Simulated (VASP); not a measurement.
# KI (Fm-3m) in VASP: notebook

Runs on KI. Level: PBE. Tasks: single point, relaxation of volume and atoms at fixed shape.

Program: VASP 6.6.1. These are calculated values, not measurements. Logs are shortened: lines on timing, memory, paths and dates and some standing lists are left out, and cuts for length are marked.

**What was measured.**

A printed reference work, monograph reports, for a bulk crystal of KI: band gap 6.32 eV.

The results are compared with them further down.

## 1. The cell of the first run

The structure is cubic, space group Fm-3m (No. 225). The conventional cell has a = 7.176 Å, b = 7.176 Å, c = 7.176 Å, α = 90.00°, β = 90.00°, γ = 90.00°. K (site symmetry m-3m) has 6 I at 3.59 Å within 4.7 Å. I (site symmetry m-3m) has 6 K at 3.59 Å within 4.7 Å.

## 2. Single point, PBE

INCAR reads:

```
SYSTEM = KI
PREC = Accurate
ENCUT = 520
EDIFF = 1E-7
ISMEAR = 0
SIGMA = 0.01
LREAL = .FALSE.
LASPH = .TRUE.
NELM = 60
ALGO = Normal
ISIF = 2
LWAVE = .FALSE.
LCHARG = .FALSE.
GGA = PE
NBANDS = 15
```

KPOINTS reads:

```
regular mesh
0
G
  6 6 6
  0 0 0
```

POSCAR reads:

```
KI
1.0
    0.0000000000      3.5879403177      3.5879403177
    3.5879403177      0.0000000000      3.5879403177
    3.5879403177      3.5879403177      0.0000000000
K I
1 1
Direct
    0.0000000000      0.0000000000      0.0000000000
    0.5000000000      0.5000000000      0.5000000000
```

Potentials or basis: VASP PAW PBE potentials, release 64 (K_sv, I).

Launch:

```bash
$ cat potpaw_PBE.64/K_sv/POTCAR potpaw_PBE.64/I/POTCAR > POTCAR
$ mpirun -np 1 vasp_std > vasp.out
```

OUTCAR:

```text
SYSTEM = KI
   PREC = Accurate
   ENCUT = 520
   EDIFF = 1E-7
   ISMEAR = 0
   LREAL = .FALSE.
   LASPH = .TRUE.
   NELM = 60
   ISIF = 2
   GGA = PE

 ion  position               nearest neighbor table
   1  0.000  0.000  0.000-   2 3.59   2 3.59   2 3.59   2 3.59   2 3.59   2 3.59
   2  0.500  0.500  0.500-   1 3.59   1 3.59   1 3.59   1 3.59   1 3.59   1 3.59

  LATTYP: Found a face centered cubic cell.
 ALAT       =     7.1758806354

  Lattice vectors:

 A1 = (   0.0000000000,   3.5879403177,   3.5879403177)
 A2 = (   3.5879403177,   0.0000000000,   3.5879403177)
 A3 = (   3.5879403177,   3.5879403177,   0.0000000000)

Analysis of symmetry for initial positions (statically):
=====================================================================
 Subroutine PRICEL returns:
 Original cell was already a primitive cell.

 Routine SETGRP: Setting up the symmetry group for a
 face centered cubic supercell.

 Subroutine GETGRP returns: Found 48 space group operations
 (whereof 48 operations were pure point group operations)
 out of a pool of 48 trial point group operations.

The static configuration has the point symmetry O_h .

Analysis of symmetry for dynamics (positions and initial velocities):
=====================================================================
 Subroutine PRICEL returns:
 Original cell was already a primitive cell.

 Routine SETGRP: Setting up the symmetry group for a
 face centered cubic supercell.

 Subroutine GETGRP returns: Found 48 space group operations
 (whereof 48 operations were pure point group operations)
 out of a pool of 48 trial point group operations.

The dynamic configuration has the point symmetry O_h .

 Subroutine INISYM returns: Found 48 space group operations
 (whereof 48 operations are pure point group operations),
 and found     1 'primitive' translations

----------------------------------------------------------------------------------------

                                     Primitive cell

  volume of cell :      92.3774

  direct lattice vectors                    reciprocal lattice vectors
     0.000000000  3.587940318  3.587940318    -0.139355718  0.139355718  0.139355718
     3.587940318  0.000000000  3.587940318     0.139355718 -0.139355718  0.139355718
     3.587940318  3.587940318  0.000000000     0.139355718  0.139355718 -0.139355718

  length of vectors
     5.074113858  5.074113858  5.074113858     0.241371184  0.241371184  0.241371184

  position of ions in fractional coordinates (direct lattice)
     0.000000000  0.000000000  0.000000000
     0.500000000  0.500000000  0.500000000

  ion indices of the primitive-cell ions
   primitive index   ion index
                 1           1
                 2           2

----------------------------------------------------------------------------------------

 KPOINTS: regular mesh

Automatic generation of k-mesh.
 Grid dimensions read from file:
 generate k-points for:    6    6    6

 Generating k-lattice:

  Cartesian coordinates                     Fractional coordinates (reciprocal lattice)
    -0.023225953  0.023225953  0.023225953     0.166666667  0.000000000  0.000000000
     0.023225953 -0.023225953  0.023225953     0.000000000  0.166666667  0.000000000
     0.023225953  0.023225953 -0.023225953     0.000000000  0.000000000  0.166666667

  Length of vectors
     0.040228531  0.040228531  0.040228531

  Shift w.r.t. Gamma in fractional coordinates (k-lattice)
     0.000000000  0.000000000  0.000000000

 Subroutine IBZKPT returns following result:
 ===========================================

 Found     16 irreducible k-points:

 Following reciprocal coordinates:
            Coordinates               Weight
  0.000000  0.000000  0.000000      1.000000
  0.166667  0.000000  0.000000      8.000000
  0.333333  0.000000  0.000000      8.000000
  0.500000  0.000000  0.000000      4.000000
  0.166667  0.166667  0.000000      6.000000
  0.333333  0.166667  0.000000     24.000000
[... 8 lines left out ...]
 -0.333333  0.333333  0.166667     24.000000
 -0.333333  0.500000  0.166667     12.000000
   k-points           NKPTS =     16   k-points in BZ     NKDIM =     16   number of bands    NBANDS=     15
   number of dos      NEDOS =    301   number of ions     NIONS =      2
   total plane-waves  NPLWV =  64000
   dimension x,y,z NGX =    40 NGY =   40 NGZ =   40
   dimension x,y,z NGXF=    80 NGYF=   80 NGZF=   80
   ions per type =               1   1
   NGX,Y,Z   is equivalent  to a cutoff of  13.11, 13.11, 13.11 a.u.
   NGXF,Y,Z  is equivalent  to a cutoff of  26.21, 26.21, 26.21 a.u.
 SYSTEM =  KI
   PREC   = accura    normal or accurate (medium, high low for compatibility)
   ISTART =      0    job   : 0-new  1-cont  2-samecut
   ICHARG =      2    charge: 1-file 2-atom 10-const
   ISPIN  =      1    spin polarized calculation?
   LNONCOLLINEAR =      F non collinear calculations
   LSORBIT =      F    spin-orbit coupling
   LASPH  =      T    aspherical Exc in radial PAW
   ENCUT  =  520.0 eV  38.22 Ry    6.18 a.u.   9.43  9.43  9.43*2*pi/ulx,y,z
   NELM   =     60;   NELMIN=  2; NELMDL= -5     # of ELM steps
   EDIFF  = 0.1E-06   stopping-criterion for ELM
   LREAL  =      F    real-space projection
   EDIFFG = 0.1E-05   stopping-criterion for IOM
   NSW    =      0    number of steps for IOM
   IBRION =     -1    ionic relax: 0-MD 1-quasi-New 2-CG
   NFREE  =      0    steps in history (QN), initial steepest desc. (CG)
   ISIF   =      2    stress and relaxation
   ISYM   =      2    0-nonsym 1-usesym 2-fastsym
   POTIM  = 0.5000    time-step for ionic-motion
   TEBEG  =    0.0;   TEEND  =   0.0 temperature during run
   PSTRESS=    0.0 pullay stress
   NELECT =      16.0000    total number of electrons
   NUPDOWN=      -1.0000    fix difference up-down
   EMIN   =  10.00;   EMAX   =-10.00  energy-range for DOS
   EFERMI =   0.00;   METHOD = LEGACY
   ISMEAR =     0;   SIGMA  =   0.01  broadening in eV -4-tet -1-fermi 0-gaus
   EFERMI_NEDOS =   21; number of points for ismear=-14 and -15
   IALGO  =     38    algorithm
   IMIX   =      4    mixing-type and parameters
     AMIX     =   0.40;   BMIX     =  1.00
     AMIX_MAG =   1.60;   BMIX_MAG =  1.00
  volume/ion in A,a.u.               =      46.19       311.70
  Fermi-wavevector in a.u.,A,eV,Ry     =   0.912556  1.724481 11.330371  0.832759
  Thomas-Fermi vector in A             =   2.036966
   LORBIT       =      0    0 simple, 1 ext, 2 COOP (PROOUT), +10 PAW based schemes
   GGA     = PE    functional components
   LHFCALC =     F    Hartree Fock is set to
   AEXX    =    0.0000 exact exchange contribution
   IVDW    =     0    specifies the selected vdW correction
   LEPSILON=     F    determine dielectric tensor
   LRPA    =     F    only Hartree local field effects (RPA)
 non-spin polarized calculation
 Gauss-broadening in eV      SIGMA  =   0.01
  energy-cutoff  :      520.00
  volume of cell :       92.38
 maximum number of plane-waves:      2511
 NGX is ok and might be reduce to    40
   NGX = 19   NGY = 19   NGZ = 19

 number of electron      16.0000001 magnetization

 Free energy of the ion-electron system (eV)
  ---------------------------------------------------
  ext. energy  EPLUGINS =         0.00000000
  ---------------------------------------------------
  free energy    TOTEN  =        -5.56507019 eV

  energy without entropy =       -5.56507019  energy(sigma->0) =       -5.56507019

 E-fermi :  -0.6014     XC(G=0):  -6.9973

 val. band max:       -0.6485331899   @ k =   0.0000   0.0000   0.0000
 cond. band min:       3.2093749635   @ k =   0.0000   0.0000   0.0000
 fundamental gap:      3.8579081534
 Fermi energy:        -0.6014197997

 k-point     1 :       0.0000    0.0000    0.0000
  band No.  band energies     occupation
      1     -29.2356      2.00000
      2     -12.7176      2.00000
      3     -12.7176      2.00000
      4     -12.7176      2.00000
      5     -11.0840      2.00000
      6      -0.6485      2.00000
      7      -0.6485      2.00000
      8      -0.6485      2.00000
      9       3.2094      0.00000
     10       5.8626      0.00000
     11       5.8626      0.00000
     12       5.8626      0.00000
     13       6.5493      0.00000
     14       6.5493      0.00000
     15       9.0840      0.00000

 k-point     2 :       0.1667    0.0000    0.0000
  band No.  band energies     occupation
      1     -29.2353      2.00000
      2     -12.7476      2.00000
      3     -12.7181      2.00000
      4     -12.7181      2.00000
      5     -11.0268      2.00000
      6      -1.0323      2.00000
      7      -0.7285      2.00000
      8      -0.7285      2.00000
      9       3.8077      0.00000
     10       5.7698      0.00000
     11       6.1404      0.00000
     12       6.1404      0.00000
     13       6.8415      0.00000
     14       6.8415      0.00000
     15       9.9073      0.00000

 k-point     3 :       0.3333    0.0000    0.0000
  band No.  band energies     occupation
      1     -29.2345      2.00000
      2     -12.8027      2.00000
      3     -12.7192      2.00000
      4     -12.7192      2.00000
      5     -10.9156      2.00000
      6      -1.6210      2.00000
      7      -0.8778      2.00000
      8      -0.8778      2.00000
      9       4.6198      0.00000
     10       6.2546      0.00000
     11       6.8074      0.00000
     12       6.8074      0.00000
     13       7.6225      0.00000
     14       7.6225      0.00000
     15       8.8367      0.00000
[... 199 lines left out ...]
 k-point    15 :      -0.3333    0.3333    0.1667
  band No.  band energies     occupation
      1     -29.2337      2.00000
      2     -12.7816      2.00000
      3     -12.7374      2.00000
      4     -12.7296      2.00000
      5     -10.9016      2.00000
      6      -1.5400      2.00000
      7      -1.2363      2.00000
      8      -1.0520      2.00000
      9       5.5711      0.00000
     10       5.9194      0.00000
     11       6.2325      0.00000
     12       7.4654      0.00000
     13       7.9969      0.00000
     14       8.4495      0.00000
     15       9.0781      0.00000

 k-point    16 :      -0.3333    0.5000    0.1667
  band No.  band energies     occupation
      1     -29.2336      2.00000
      2     -12.7497      2.00000
      3     -12.7487      2.00000
      4     -12.7378      2.00000
      5     -10.9263      2.00000
      6      -1.4560      2.00000
      7      -1.1683      2.00000
      8      -1.1456      2.00000
      9       5.0421      0.00000
     10       5.6147      0.00000
     11       6.6726      0.00000
     12       7.5075      0.00000
     13       7.8066      0.00000
     14       8.8721      0.00000
     15       9.2399      0.00000

------------------------ aborting loop because EDIFF is reached ----------------------------------------

  FORCE on cell =-STRESS in cart. coord.  units (eV):
  Direction    XX          YY          ZZ          XY          YZ          ZX
  --------------------------------------------------------------------------------------
  -------------------------------------------------------------------------------------
  Total        0.0274094      0.0274094      0.0274094      0.0000000      0.0000000     -0.0000000
  in kB        0.4753839      0.4753839      0.4753839      0.0000000      0.0000000     -0.0000000
  external PRESSURE =       0.4753839 kB  Pullay stress =       0.0000000 kB

 VOLUME and BASIS-vectors are now :
 -----------------------------------------------------------------------------
  energy-cutoff  :      520.00
  volume of cell :       92.38
      direct lattice vectors                 reciprocal lattice vectors
     0.000000000  3.587940318  3.587940318    -0.139355718  0.139355718  0.139355718
     3.587940318  0.000000000  3.587940318     0.139355718 -0.139355718  0.139355718
     3.587940318  3.587940318  0.000000000     0.139355718  0.139355718 -0.139355718

 POSITION                                       TOTAL-FORCE (eV/Angst)
 -----------------------------------------------------------------------------------
      0.00000      0.00000      0.00000         0.000000      0.000000      0.000000
      3.58794      3.58794      3.58794        -0.000000      0.000000      0.000000
 -----------------------------------------------------------------------------------
    total drift:                                0.000000     -0.000000     -0.000000

  FREE ENERGIE OF THE ION-ELECTRON SYSTEM (eV)
  ---------------------------------------------------
  free  energy   TOTEN  =        -5.5650701882 eV

  energy  without entropy=       -5.5650701882  energy(sigma->0) =       -5.56507019
```

It took 38 s on 1 thread of AMD EPYC 7R13 (Zen 3), shared host; peak memory 0.21 GiB.

What came out:

```yaml
Free_energy: -5.5651 eV
Pressure: 0.0 GPa
Band_gap_on_the_k_mesh: 3.86 eV, direct
```

Caveat: spin-orbit coupling is left out, which moves the levels of the heavy elements.

## 3. Relaxation of volume and atoms at fixed shape, PBE

This run uses another cell than the first one, of 44.09 Å³/atom, 0.955 times its volume.

INCAR reads:

```
PREC = Accurate
ENCUT = 600
EDIFF = 1E-6
ISMEAR = 0
SIGMA = 0.01
LREAL = False
LASPH = True
NELM = 60
ALGO = Normal
ISIF = 8
LWAVE = False
LCHARG = False
GGA = PE
IBRION = 2
NSW = 60
EDIFFG = -0.01
```

KPOINTS reads:

```
regular mesh
0
Gamma
  6 6 6
```

POSCAR reads:

```
KI
1.0
    0.0000000000      3.5327700000      3.5327700000
    3.5327700000      0.0000000000      3.5327700000
    3.5327700000      3.5327700000      0.0000000000
K I
1 1
Direct
    0.0000000000      0.0000000000      0.0000000000
    0.5000000000      0.5000000000      0.5000000000
```

Potentials or basis: VASP PAW PBE potentials, release 64 (K_sv, I).

Launch:

```bash
$ cat potpaw_PBE.64/K_sv/POTCAR potpaw_PBE.64/I/POTCAR > POTCAR
$ mpirun -np 1 vasp_std > vasp.out
```

It took 90 s on 1 thread of AMD EPYC 7R13 (Zen 3), shared host; peak memory 0.23 GiB.

It converged, with:

```
Free energy                            : -5.5651 eV
Relaxed volume                         : 46.44 Å³/atom
Relaxed cell                           : a = 5.083 Å, b = 5.083 Å, c = 5.083 Å, α = 60.00°, β = 60.00°, γ = 60.00°
Space group after relaxing (to 0.05 Å) : Fm-3m (No. 225)
Energy gained by relaxing              : 4.3 meV/atom
Ionic steps                            : 4
Pressure after relaxing                : 0.0 GPa
Band gap on the k mesh                 : 3.85 eV, direct
```

Step by step:
| step | energy change (eV) | largest force (eV/Å) | pressure (GPa) | volume (Å³) |
| --- | --- | --- | --- | --- |
| 1 | 0.0000 | 0.0000 | 0.62 | 88.18 |
| 2 | -0.0063 | 0.0000 | 0.31 | 90.38 |
| 3 | -0.0085 | 0.0000 | -0.06 | 93.42 |
| 4 | -0.0086 | 0.0000 | 0.00 | 92.88 |

Final structure:
```yaml
crystal:
  lattice:
    - [0.00000, 3.59443, 3.59443]
    - [3.59443, 0.00000, 3.59443]
    - [3.59443, 3.59443, 0.00000]
  atoms:
    - { symbol: K, position: [0.00000, 0.00000, 0.00000] }
    - { symbol: I, position: [0.50000, 0.50000, 0.50000] }
```

Levels at points of the mesh, in eV from the valence-band top:
```tsv
k point	band 4	band 5	band 6	band 7	band 8	band 9	band 10	band 11	band 12
(0.00, 0.00, 0.00)	-12.08	-10.43	0.00	0.00	0.00	3.85	6.51	6.51	6.51
(0.50, 0.00, 0.00)	-12.08	-10.21	-1.21	-0.30	-0.30	5.47	7.55	8.04	8.04
(0.50, 0.50, 0.00)	-12.09	-10.31	-0.92	-0.34	-0.34	5.01	5.65	8.04	8.55
```

Caveat: spin-orbit coupling is left out, which moves the levels of the heavy elements. PBE usually gives volumes a little too large and moduli too small.

## 4. How close it comes

Step 2. Measured gap of KI: 6.32 eV (a printed reference work, monograph). This calculation gives 3.86 eV (-2.46 eV). Spin-orbit coupling on I is left out. The value is that of PBE, without temperature or zero-point motion. Semilocal functionals fall short of measured gaps as a rule.
